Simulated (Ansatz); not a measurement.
Computed with Ansatz, DFT PBE, scalar-relativistic, plane waves, PAW. All cells share a 420 eV cutoff and Γ-centred k meshes spaced at most about 0.3 Å⁻¹ (about 0.25 or finer for metals, 2π included). No spin polarisation in the final relaxations.

Temperature and zero-point effects are left out.

Two forms of BN were relaxed alike.

1.

```
CELL_PARAMETERS angstrom
6.37181 0.00000 0.00000
0.00000 2.54782 0.00000
-3.05823 0.00000 5.59504
ATOMIC_POSITIONS crystal
B 0.28066 0.75000 0.22730
B 0.71934 0.25000 0.77270
B 0.95736 0.75000 0.61238
B 0.04264 0.25000 0.38762
B 0.34339 0.25000 0.90855
B 0.65661 0.75000 0.09145
N 0.21929 0.25000 0.29338
N 0.78071 0.75000 0.70662
N 0.61395 0.25000 0.93651
N 0.38605 0.75000 0.06349
N 0.88430 0.75000 0.32846
N 0.11570 0.25000 0.67154
```

2.

```
CELL_PARAMETERS angstrom
4.76069 0.00000 0.00000
0.00000 4.76069 0.00000
0.00000 0.00000 3.38688
ATOMIC_POSITIONS crystal
B 0.26910 0.00000 0.50000
B 0.73090 0.00000 0.50000
B 0.00000 0.26910 0.50000
B 0.00000 0.73090 0.50000
N 0.50000 0.00000 0.81226
N 0.00000 0.50000 0.81226
N 0.50000 0.00000 0.18774
N 0.00000 0.50000 0.18774
```

**Question.** Which would you expect to be lower, and how large is the difference?

**Answer.** Cell 1 is lower, by 1.07 eV/atom. Cell 1 has space group P2_1/m (No. 11), 7.6 Å³/atom and a gap of 3.70 eV on its mesh; cell 2 has space group P4/mmm (No. 123), 9.6 Å³/atom and no gap. Counting N atoms around B (those within 1.25 times the shortest such distance or 1.15 times the sum of covalent radii; a slash parts the counts of unlike sites), cell 1 has B 3/4 and cell 2 has B 2. Cell 2 holds B–B units of three or more atoms (shortest 1.81 Å) and N–N pairs (shortest 1.27 Å); in cell 1 the shortest B–B distance is 2.17 Å, near bonding range too and the shortest N–N distance is 2.34 Å. The denser one is the lower, and pressure would at first widen the difference. Both come from invented guesses. The part of the Crystallography Open Database at hand lists BN in space groups No. 164, 186, 187, 191, 194 and others; no cell shown has one of them.

Kohn–Sham gaps at this level usually fall short of measured ones. Cells relaxed within their symmetry can be saddle points.
